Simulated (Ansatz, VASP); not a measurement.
Two plane-wave programs on AlN

```
CELL_PARAMETERS angstrom
3.22380 0.00000 0.00000
-1.61190 2.79189 0.00000
0.00000 0.00000 4.81630
ATOMIC_POSITIONS crystal
Al 0.33333 0.66667 0.99457
Al 0.66667 0.33333 0.49457
N 0.33333 0.66667 0.39043
N 0.66667 0.33333 0.89043
```

Alike in both runs: functional PBE; k mesh 9 × 9 × 6; occupations gaussian, width 0.05 eV; no spin polarisation.

Ansatz relaxed the structure, and its values are those at the end. VASP's run is a single point on that final structure, the one shown.

|  | VASP | Ansatz |
| --- | --- | --- |
| version | VASP 6.6.1 | Ansatz 0.2.0 |
| potentials or method | VASP PAW PBE potentials, release 64 (Al, N) | scalar-relativistic, plane waves, PAW |
| plane-wave cutoff (eV) | 520 | 520 |
| valence electrons in the cell | 16 | 16 |

|  | VASP | Ansatz | Ansatz less VASP |
| --- | --- | --- | --- |
| gap on the k mesh at the Fermi level (eV) | 3.49 | 3.49 | -0.006 |
| least direct gap on the mesh (eV) | 3.49 | 3.49 | -0.006 |
| pressure (GPa) | -4.7 | -4.5 | +0.18 |

The functional is the same, so the differences come from potentials, cutoffs and numerics. Ansatz warned: «stress_scf_threshold_loose».

Expect the measured gap to be larger: semilocal functionals such as PBE lack the derivative discontinuity.
